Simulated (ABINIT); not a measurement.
# V: single point with PBEsol

V:

```
V
1.0
    -1.51435    1.51435    1.51435
     1.51435   -1.51435    1.51435
     1.51435    1.51435   -1.51435
V
1
Direct
  0.00000 0.00000 0.00000
```

* Program: ABINIT 10.8.3 (patched build)
* Task: single point
* Functional: PBEsol
* Potentials or basis: PseudoDojo NC SR PBEsol v0.4.1 standard
* Cutoff: 1143 eV
* k mesh: 12 × 12 × 12
* Occupations: fermi-dirac, width 0.05 eV
* Spin: collinear spin, ferromagnetic start
* Starting moments: [5.0] μB

| Quantity | Value |
| --- | --- |
| Pressure | -12.0 GPa |
| Band gap on the k mesh | none (metal or under the smearing width) |
| Net moment | 0.00 μB per cell |
| Valence electrons inside the program's atomic spheres | V 10.65 (radii [1.0584] Å) |

Levels at points of the mesh, in eV from the Fermi level:
Spin up:
```
           k point  band 2  band 3  band 4  band 5  band 6  band 7  band 8  band 9  band 10  band 11
(0.00, 0.00, 0.00)  -36.96  -36.96  -36.96   -6.54    0.42    0.42    0.42    2.35     2.35    20.32
(0.50, 0.00, 0.00)  -37.79  -37.22  -36.96   -3.09   -1.07    1.53    2.35    2.70     4.01     9.81
(0.50, 0.50, 0.50)  -37.53  -37.53  -37.53   -2.87   -2.87    3.63    3.63    3.63     9.88     9.88
```
Spin down:
| k point | band 3 | band 4 | band 5 | band 6 | band 7 | band 8 | band 9 | band 10 |
| --- | --- | --- | --- | --- | --- | --- | --- | --- |
| (0.00, 0.00, 0.00) | -36.96 | -36.96 | -6.54 | 0.42 | 0.42 | 0.42 | 2.35 | 2.35 |
| (0.50, 0.00, 0.00) | -37.22 | -36.96 | -3.09 | -1.07 | 1.53 | 2.35 | 2.70 | 4.01 |
| (0.50, 0.50, 0.50) | -37.53 | -37.53 | -2.87 | -2.87 | 3.63 | 3.63 | 3.63 | 9.88 |

Wall time 61 s on 1 thread of Arm Neoverse V2, on a shared host, peak memory 0.09 GiB.
